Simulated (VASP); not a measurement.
# C (P6_3/mmc) in VASP: settings compared

Aim: see how the results for C move with the level of theory and the settings. Levels: PBE+D3(BJ), HSE06, r2SCAN+rVV10. Tasks: relaxation of cell and atoms.

Program: VASP 6.6.1. These are calculated values, not measurements. Logs are shortened: lines on timing, memory, paths and dates and some standing lists are left out, and cuts for length are marked.

## (1) Starting point

The structure is hexagonal, space group P6_3/mmc (No. 194). Conventional cell: a = 2.467 Å, b = 2.467 Å, c = 7.803 Å, α = 90.00°, β = 90.00°, γ = 120.00°. C (site symmetry -6m2) has 3 C at 1.42 Å as nearest neighbours. Around C (site symmetry -6m2) lie 3 C at 1.42 Å.

## (2) Relaxation of cell and atoms, PBE+D3(BJ)

Input file INCAR:

```
SYSTEM = C
ALGO = Normal ; EDIFF = 1E-6
EDIFFG = -0.01 ; ENCUT = 600
GGA = PE ; IBRION = 2
ISIF = 3 ; ISMEAR = 0
IVDW = 12 ; KPAR = 4
LASPH = .True. ; LCHARG = .False.
LREAL = .False. ; LWAVE = .False.
NELM = 80 ; NSW = 90
PREC = Accurate ; SIGMA = 0.03
```

Input file KPOINTS:

```
k-points
0
Gamma
  12 12 4
  0 0 0
```

Input file POSCAR:

```
C
1.0
    2.4672912616      0.0000000000      0.0000000000
   -1.2336456308      2.1367369111      0.0000000000
    0.0000000000      0.0000000000      7.8030730000
C
4
Direct
    0.0000000000      0.0000000000      0.2500000000
    0.0000000000      0.0000000000      0.7500000000
    0.3333333300      0.6666666700      0.2500000000
    0.6666666700      0.3333333300      0.7500000000
```

Potentials or basis: VASP PAW PBE potentials, release 64 (C).

Command:

```sh
cat potpaw_PBE.64/C/POTCAR > POTCAR
mpirun -np 4 vasp_std > vasp.out
```

OUTCAR:

```text
SYSTEM = C
   EDIFF = 1E-6
   EDIFFG = -0.01
   ENCUT = 600
   GGA = PE
   IBRION = 2
   ISIF = 3
   ISMEAR = 0
   IVDW = 12
   LASPH = .True.
   LREAL = .False.
   NELM = 80
   NSW = 90
   PREC = Accurate
 IVDW          = 12

 ion  position               nearest neighbor table
   1  0.000  0.000  0.250-   3 1.42   3 1.42   3 1.42
   2  0.000  0.000  0.750-   4 1.42   4 1.42   4 1.42
   3  0.333  0.667  0.250-   1 1.42   1 1.42   1 1.42
   4  0.667  0.333  0.750-   2 1.42   2 1.42   2 1.42

  LATTYP: Found a hexagonal cell.
 ALAT       =     2.4672912616
 C/A-ratio  =     3.1626071561

  Lattice vectors:

 A1 = (   2.4672912616,   0.0000000000,   0.0000000000)
 A2 = (  -1.2336456308,   2.1367369111,   0.0000000000)
 A3 = (   0.0000000000,   0.0000000000,   7.8030730000)

Analysis of symmetry for initial positions (statically):
=====================================================================
 Subroutine PRICEL returns:
 Original cell was already a primitive cell.

 Routine SETGRP: Setting up the symmetry group for a
 hexagonal supercell.

 Subroutine GETGRP returns: Found 24 space group operations
 (whereof 12 operations were pure point group operations)
 out of a pool of 24 trial point group operations.

The static configuration has the point symmetry D_3d.
 The point group associated with its full space group is D_6h.

Analysis of symmetry for dynamics (positions and initial velocities):
=====================================================================
 Subroutine PRICEL returns:
 Original cell was already a primitive cell.

 Routine SETGRP: Setting up the symmetry group for a
 hexagonal supercell.

 Subroutine GETGRP returns: Found 24 space group operations
 (whereof 12 operations were pure point group operations)
 out of a pool of 24 trial point group operations.

The dynamic configuration has the point symmetry D_3d.
 The point group associated with its full space group is D_6h.

 Subroutine INISYM returns: Found 24 space group operations
 (whereof 12 operations are pure point group operations),
 and found     1 'primitive' translations

----------------------------------------------------------------------------------------

                                     Primitive cell

  volume of cell :      41.1374

  direct lattice vectors                    reciprocal lattice vectors
     2.467291262  0.000000000  0.000000000     0.405302777  0.234001667  0.000000000
    -1.233645631  2.136736911  0.000000000     0.000000000  0.468003335  0.000000000
     0.000000000  0.000000000  7.803073000     0.000000000  0.000000000  0.128154639

  length of vectors
     2.467291262  2.467291262  7.803073000     0.468003335  0.468003335  0.128154639

  position of ions in fractional coordinates (direct lattice)
     0.000000000  0.000000000  0.250000000
     0.000000000  0.000000000  0.750000000
     0.333333330  0.666666670  0.250000000
     0.666666670  0.333333330  0.750000000

  ion indices of the primitive-cell ions
   primitive index   ion index
                 1           1
                 2           2
                 3           3
                 4           4

----------------------------------------------------------------------------------------

 KPOINTS: k-points

Automatic generation of k-mesh.
 Grid dimensions read from file:
 generate k-points for:   12   12    4

 Generating k-lattice:

  Cartesian coordinates                     Fractional coordinates (reciprocal lattice)
     0.033775231  0.019500139  0.000000000     0.083333333  0.000000000  0.000000000
     0.000000000  0.039000278  0.000000000     0.000000000  0.083333333  0.000000000
     0.000000000  0.000000000  0.032038660     0.000000000  0.000000000  0.250000000

  Length of vectors
     0.039000278  0.039000278  0.032038660

  Shift w.r.t. Gamma in fractional coordinates (k-lattice)
     0.000000000  0.000000000  0.000000000

 Subroutine IBZKPT returns following result:
 ===========================================

 Found     57 irreducible k-points:

 Following reciprocal coordinates:
            Coordinates               Weight
  0.000000  0.000000  0.000000      1.000000
  0.083333  0.000000  0.000000      6.000000
  0.166667  0.000000  0.000000      6.000000
  0.250000  0.000000  0.000000      6.000000
  0.333333  0.000000  0.000000      6.000000
  0.416667  0.000000  0.000000      6.000000
[... 16 lines left out ...]
  0.250000  0.000000  0.250000     12.000000
  0.333333  0.000000  0.250000     12.000000
 [... further k-points ...]
   k-points           NKPTS =     57   k-points in BZ     NKDIM =     57   number of bands    NBANDS=     12
   number of dos      NEDOS =    301   number of ions     NIONS =      4
   total plane-waves  NPLWV =  25600
   dimension x,y,z NGX =    20 NGY =   20 NGZ =   64
   dimension x,y,z NGXF=    40 NGYF=   40 NGZF=  128
   ions per type =               4
   NGX,Y,Z   is equivalent  to a cutoff of  13.48, 13.48, 13.64 a.u.
   NGXF,Y,Z  is equivalent  to a cutoff of  26.95, 26.95, 27.27 a.u.
 SYSTEM =  C
   PREC   = accura    normal or accurate (medium, high low for compatibility)
   ISTART =      0    job   : 0-new  1-cont  2-samecut
   ICHARG =      2    charge: 1-file 2-atom 10-const
   ISPIN  =      1    spin polarized calculation?
   LNONCOLLINEAR =      F non collinear calculations
   LSORBIT =      F    spin-orbit coupling
   LASPH  =      T    aspherical Exc in radial PAW
   ENCUT  =  600.0 eV  44.10 Ry    6.64 a.u.   4.93  4.93 15.58*2*pi/ulx,y,z
   NELM   =     80;   NELMIN=  2; NELMDL= -5     # of ELM steps
   EDIFF  = 0.1E-05   stopping-criterion for ELM
   LREAL  =      F    real-space projection
   EDIFFG = -.1E-01   stopping-criterion for IOM
   NSW    =     90    number of steps for IOM
   IBRION =      2    ionic relax: 0-MD 1-quasi-New 2-CG
   NFREE  =      1    steps in history (QN), initial steepest desc. (CG)
   ISIF   =      3    stress and relaxation
   ISYM   =      2    0-nonsym 1-usesym 2-fastsym
   POTIM  = 0.5000    time-step for ionic-motion
   TEBEG  =    0.0;   TEEND  =   0.0 temperature during run
   PSTRESS=    0.0 pullay stress
   NELECT =      16.0000    total number of electrons
   NUPDOWN=      -1.0000    fix difference up-down
   EMIN   =  10.00;   EMAX   =-10.00  energy-range for DOS
   EFERMI =   0.00;   METHOD = LEGACY
   ISMEAR =     0;   SIGMA  =   0.03  broadening in eV -4-tet -1-fermi 0-gaus
   EFERMI_NEDOS =   21; number of points for ismear=-14 and -15
   IALGO  =     38    algorithm
   IMIX   =      4    mixing-type and parameters
     AMIX     =   0.40;   BMIX     =  1.00
     AMIX_MAG =   1.60;   BMIX_MAG =  1.00
  volume/ion in A,a.u.               =      10.28        69.40
  Fermi-wavevector in a.u.,A,eV,Ry     =   1.195003  2.258229 19.429568  1.428033
  Thomas-Fermi vector in A             =   2.330979
   LORBIT       =      0    0 simple, 1 ext, 2 COOP (PROOUT), +10 PAW based schemes
   GGA     = PE    functional components
   LHFCALC =     F    Hartree Fock is set to
   AEXX    =    0.0000 exact exchange contribution
   IVDW    =    12    specifies the selected vdW correction
   LEPSILON=     F    determine dielectric tensor
   LRPA    =     F    only Hartree local field effects (RPA)
 conjugate gradient relaxation of ions
 non-spin polarized calculation
 Gauss-broadening in eV      SIGMA  =   0.03
  energy-cutoff  :      600.00
  volume of cell :       41.14
 maximum number of plane-waves:      1407
 NGX is ok and might be reduce to    20
   NGX =  9   NGY =  9   NGZ = 31

--------------------------------------- Ionic step        1  -------------------------------------------

 number of electron      16.0000001 magnetization

 Free energy of the ion-electron system (eV)
  ---------------------------------------------------
  ext. energy  EPLUGINS =         0.00000000
  ---------------------------------------------------
  free energy    TOTEN  =       -36.90065455 eV

  energy without entropy =      -36.90006849  energy(sigma->0) =      -36.90036152

------------------------ aborting loop because EDIFF is reached ----------------------------------------

 Edisp (eV)   -0.52304

 E8    (eV) :    -0.1459

  FORCE on cell =-STRESS in cart. coord.  units (eV):
  Direction    XX          YY          ZZ          XY          YZ          ZX
  --------------------------------------------------------------------------------------
  -------------------------------------------------------------------------------------
  Total      -0.15305    -0.15305    -0.55430     0.00000    -0.00000     0.00000
  in kB      -5.96088    -5.96088   -21.58845     0.00000    -0.00000     0.00000
  external pressure =      -11.17 kB  Pullay stress =        0.00 kB
[... 830 lines left out ...]
 k-point    24 :       0.3333    0.0000    0.2500
  band No.  band energies     occupation
      1     -12.8940      2.00000
      2     -12.7937      2.00000
      3      -5.5468      2.00000
      4      -5.4964      2.00000
      5      -1.6769      2.00000
      6      -1.6587      2.00000
      7      -0.9251      2.00000
      8      -0.1120      2.00000
      9       8.8408      0.00000
     10       9.2662      0.00000
     11      11.5837      0.00000
     12      11.8260      0.00000

 [... further k-points ...]

[... ionic steps 4 to 9 ...]

--------------------------------------- Ionic step       10  -------------------------------------------

 number of electron      16.0000001 magnetization

------------------------ aborting loop because EDIFF is reached ----------------------------------------

 Edisp (eV)   -0.62785

 E8    (eV) :    -0.1780
[... 73 lines left out ...]
  energy  without entropy=      -37.4843452202  energy(sigma->0) =      -37.48460647

--------------------------------------- Ionic step       12  -------------------------------------------

 number of electron      16.0000001 magnetization

 Free energy of the ion-electron system (eV)
  ---------------------------------------------------
  ext. energy  EPLUGINS =         0.00000000
  ---------------------------------------------------
  free energy    TOTEN  =       -36.85738105 eV

  energy without entropy =      -36.85685989  energy(sigma->0) =      -36.85712047

 E-fermi :   4.6953     XC(G=0): -10.3433

 val. band max:        4.6937015267   @ k =   0.3333   0.3333   0.5000
 cond. band min:       4.6958032607   @ k =   0.3333   0.3333   0.2500
 fundamental gap:      0.0021017340
 Fermi energy:         4.6953481710

 k-point     1 :       0.0000    0.0000    0.0000
  band No.  band energies     occupation
      1     -14.9537      2.00000
      2     -14.6470      2.00000
      3      -3.8254      2.00000
      4      -1.8301      2.00000
      5       1.6841      2.00000
      6       1.6841      2.00000
      7       1.7031      2.00000
      8       1.7031      2.00000
      9       9.0147      0.00000
     10      13.0252      0.00000
     11      13.0252      0.00000
     12      13.0785      0.00000
[... 380 lines left out ...]
  FREE ENERGIE OF THE ION-ELECTRON SYSTEM (eV)
  ---------------------------------------------------
  free  energy   TOTEN  =       -37.4849109956 eV

  energy  without entropy=      -37.4843898436  energy(sigma->0) =      -37.48465042

 reached required accuracy - stopping structural energy minimisation
```

It took 46 s on 4 MPI ranks of Intel Xeon Platinum 8488C (Sapphire Rapids), shared host; peak memory 0.18 GiB.

What came out:

* Free energy: -37.4849 eV
* Relaxed volume: 8.80 Å³/atom
* Relaxed cell: a = 2.465 Å, b = 2.465 Å, c = 6.691 Å, α = 90.00°, β = 90.00°, γ = 120.00°
* Space group after relaxing (to 0.05 Å): P6_3/mmc (No. 194)
* Energy gained by relaxing: 15.3 meV/atom
* Ionic steps: 12
* Pressure after relaxing: 0.1 GPa
* Band gap on the k mesh: none (metal or under the smearing width)
* Dispersion energy per atom: -0.157 eV

Stress tensor (GPa, compression positive):
```
 0.16  0.00  0.00
 0.00  0.16  0.00
 0.00  0.00 -0.10
```

The path:
| step | energy change (eV) | largest force (eV/Å) | pressure (GPa) | volume (Å³) |
| --- | --- | --- | --- | --- |
| 1 | 0.0000 | 0.0000 | -1.12 | 41.14 |
| 2 | -0.0034 | 0.0000 | 0.24 | 40.71 |
| 3 | -0.0048 | 0.0000 | 1.67 | 40.28 |
| 4 | -0.0057 | 0.0000 | 1.68 | 40.23 |
| 5 | -0.0082 | 0.0000 | 1.53 | 40.06 |
| 6 | -0.0133 | 0.0000 | 1.47 | 39.73 |
| 7 | -0.0233 | 0.0000 | 1.18 | 39.07 |
| 8 | -0.0417 | 0.0000 | 0.79 | 37.74 |
| 9 | -0.0612 | 0.0000 | 0.17 | 35.08 |
| 10 | -0.0612 | 0.0000 | 0.18 | 35.18 |
| 11 | -0.0612 | 0.0000 | -0.27 | 35.27 |
| 12 | -0.0612 | 0.0000 | 0.07 | 35.20 |

Final structure:
```yaml
crystal:
  lattice:
    - [2.46485, 0.00000, 0.00000]
    - [-1.23243, 2.13462, 0.00000]
    - [0.00000, 0.00000, 6.69061]
  atoms:
    - { symbol: C, position: [0.00000, 0.00000, 0.25000] }
    - { symbol: C, position: [0.00000, 0.00000, 0.75000] }
    - { symbol: C, position: [0.33333, 0.66667, 0.25000] }
    - { symbol: C, position: [0.66667, 0.33333, 0.75000] }
```

## (3) Relaxation of cell and atoms, HSE06

This run uses another cell than the first one, of 8.80 Å³/atom, 0.856 times its volume.

Input file POSCAR:

```
C                                       
1.0
    2.4648513675     -0.0000000000     -0.0000000000
   -1.2324256838      2.1346239009      0.0000000000
   -0.0000000000     -0.0000000000      6.6906070641
  C             
     4
Direct
     0.0000000000000000    0.0000000000000000    0.2500000000000000
     0.0000000000000000    0.0000000000000000    0.7500000000000000
     0.3333333300000021    0.6666666699999979    0.2500000000000000
     0.6666666699999979    0.3333333300000021    0.7500000000000000
```

Input file INCAR.step1:

```
SYSTEM = C
ALGO = Normal ; EDIFF = 1E-5
ENCUT = 520 ; GGA = PE
ISMEAR = 0 ; KPAR = 4
LASPH = .True. ; LCHARG = .False.
LREAL = .False. ; LWAVE = .True.
NELM = 80 ; PREC = Accurate
SIGMA = 0.03
```

Input file INCAR.step2:

```
SYSTEM = C
ALGO = Normal ; EDIFF = 1E-6
EDIFFG = -0.01 ; ENCUT = 520
GGA = PE ; HFSCREEN = 0.2
IBRION = 2 ; ISIF = 3
ISMEAR = 0 ; ISTART = 1
KPAR = 4 ; LASPH = .True.
LCHARG = .False. ; LHFCALC = .True.
LREAL = .False. ; LWAVE = .False.
NELM = 80 ; NSW = 25
PREC = Accurate ; PRECFOCK = Fast
SIGMA = 0.03
```

Input file KPOINTS:

```
k-points
0
Gamma
  9 9 2
  0 0 0
```

Potentials or basis: VASP PAW PBE potentials, release 64 (C).

Command:

```sh
cat potpaw_PBE.64/C/POTCAR > POTCAR
cp INCAR.step1 INCAR
mpirun -np 4 vasp_std > vasp.out
cp INCAR.step2 INCAR
mpirun -np 4 vasp_std > vasp.out
```

Wall time 17 min (4 MPI ranks of Intel Xeon Platinum 8488C (Sapphire Rapids), shared host); peak memory 0.24 GiB.

Results (log left out):

- Free energy: -42.3774 eV
- Relaxed volume: 9.70 Å³/atom
- Relaxed cell: a = 2.452 Å, b = 2.452 Å, c = 7.450 Å, α = 90.00°, β = 90.00°, γ = 120.00°
- Space group after relaxing (to 0.05 Å): P6_3/mmc (No. 194)
- Energy gained by relaxing: 10.4 meV/atom
- Ionic steps: 10
- Pressure after relaxing: -0.1 GPa
- Band gap on the k mesh: 0.03 eV, direct

Step by step:
| step | energy change (eV) | largest force (eV/Å) | pressure (GPa) | volume (Å³) |
| --- | --- | --- | --- | --- |
| 1 | 0.0000 | 0.0000 | -3.79 | 35.20 |
| 2 | 0.0410 | 0.0000 | 13.53 | 34.14 |
| 3 | -0.0105 | 0.0000 | 1.29 | 34.87 |
| 4 | -0.0146 | 0.0000 | 1.15 | 35.12 |
| 5 | -0.0250 | 0.0000 | 0.72 | 35.87 |
| 6 | -0.0374 | 0.0000 | -0.03 | 37.36 |
| 7 | -0.0365 | 0.0000 | -1.48 | 40.35 |
| 8 | -0.0412 | 0.0000 | -0.76 | 38.82 |
| 9 | -0.0135 | 0.0000 | 7.80 | 38.49 |
| 10 | -0.0414 | 0.0000 | -0.09 | 38.79 |

Final structure:
```
C
1.0
     2.45191    0.00000    0.00000
    -1.22596    2.12342    0.00000
     0.00000    0.00000    7.45040
C
4
Cartesian
  0.0000 0.0000 1.8626
  0.0000 0.0000 5.5878
  0.0000 1.4156 1.8626
  1.2260 0.7078 5.5878
```

Levels at points of the mesh, in eV from the valence-band top:
| k point | band 4 | band 5 | band 6 | band 7 | band 8 | band 9 | band 10 | band 11 | band 12 |
| --- | --- | --- | --- | --- | --- | --- | --- | --- | --- |
| (0.00, 0.00, 0.00) | -8.35 | -4.01 | -4.01 | -4.00 | -4.00 | 3.87 | 9.36 | 9.36 | 9.39 |
| (0.00, 0.00, 0.50) | -9.00 | -4.01 | -4.01 | -4.01 | -4.01 | 5.89 | 5.89 | 9.38 | 9.38 |

Caveat: the k mesh is coarse (spacing up to 0.47 Å⁻¹), so the values aren't converged, least of all with exact exchange; the PAW data sets were made with another functional, which shifts forces and pressure a little; an odd mesh through Γ misses points on the zone boundary, where band edges often lie; this functional lacks dispersion, which binds the layers, so the pressure and a relaxed spacing across them are unreliable.

## (4) Relaxation of cell and atoms, r2SCAN+rVV10

Input file INCAR:

```
PREC = Accurate
ENCUT = 600
EDIFF = 1E-6
ISMEAR = 0
SIGMA = 0.03
LREAL = False
LASPH = True
NELM = 80
ALGO = Normal
ISIF = 3
LWAVE = False
LCHARG = False
METAGGA = R2SCAN
LMIXTAU = True
LUSE_VDW = True
IVDW_NL = 2
BPARAM = 11.95
CPARAM = 0.0093
IBRION = 2
NSW = 90
EDIFFG = -0.01
```

Input file KPOINTS:

```
regular mesh
0
Gamma
  12 12 4
```

Input file POSCAR:

```
C
1.0
    2.4672912616      0.0000000000      0.0000000000
   -1.2336456308      2.1367369111      0.0000000000
    0.0000000000      0.0000000000      7.8030730000
C
4
Direct
    0.0000000000      0.0000000000      0.2500000000
    0.0000000000      0.0000000000      0.7500000000
    0.3333333300      0.6666666700      0.2500000000
    0.6666666700      0.3333333300      0.7500000000
```

Command:

```sh
cat potpaw_PBE.64/C/POTCAR > POTCAR
mpirun -np 1 vasp_std > vasp.out
```

Run time: 13 min. Hardware: 1 thread of Intel Xeon 6975P-C (Granite Rapids), shared host; peak memory 0.29 GiB.

Results (log left out):

- Free energy: -39.4538 eV
- Relaxed volume: 8.63 Å³/atom
- Relaxed cell: a = 2.456 Å, b = 2.456 Å, c = 6.610 Å, α = 90.00°, β = 90.00°, γ = 120.00°
- Space group after relaxing (to 0.05 Å): P6_3/mmc (No. 194)
- Energy gained by relaxing: 21.9 meV/atom
- Ionic steps: 10
- Pressure after relaxing: 0.0 GPa
- Band gap on the k mesh: none (metal or under the smearing width)

The path:
```tsv
step	energy change (eV)	largest force (eV/Å)	pressure (GPa)	volume (Å³)
1	0.0000	0.0000	-3.89	41.14
2	0.0165	0.0000	6.61	39.67
3	-0.0067	0.0000	-0.38	40.62
4	-0.0128	0.0000	-0.41	40.27
5	-0.0312	0.0000	-0.47	39.22
6	-0.0655	0.0000	-0.46	37.12
7	-0.0742	0.0000	0.70	32.92
8	-0.0859	0.0000	-0.19	35.17
9	-0.0876	0.0000	0.05	34.37
10	-0.0877	0.0000	-0.02	34.53
```

Final structure:
```xyz
4
Lattice="2.4561 0.0000 0.0000 -1.2280 2.1270 0.0000 0.0000 0.0000 6.6097" Properties=species:S:1:pos:R:3 pbc="T T T"
C     0.0000    0.0000    1.6524
C     0.0000    0.0000    4.9573
C     0.0000    1.4180    1.6524
C     1.2280    0.7090    4.9573
```

Levels at points of the mesh, in eV from the Fermi level:
```
           k point  band 4  band 5  band 6  band 7  band 8  band 9  band 10  band 11  band 12
(0.00, 0.00, 0.00)   -6.92   -3.18   -3.18   -3.16   -3.16    4.49     8.73     8.73     8.80
(0.50, 0.00, 0.00)  -13.99   -6.82   -6.75   -2.99   -2.21    1.62     2.40     7.56     8.03
(0.00, 0.00, 0.50)   -8.13   -3.17   -3.17   -3.17   -3.17    7.41     7.41     8.76     8.76
(0.50, 0.00, 0.50)  -14.05   -6.79   -6.79   -2.52   -2.52    1.76     1.76     7.79     7.79
```

Caveat: the volume moved by over 15 % at a fixed basis, so the end points are rough; the PAW data sets were made with another functional, which shifts forces and pressure a little.

(Part 1 of 2 ends here.)
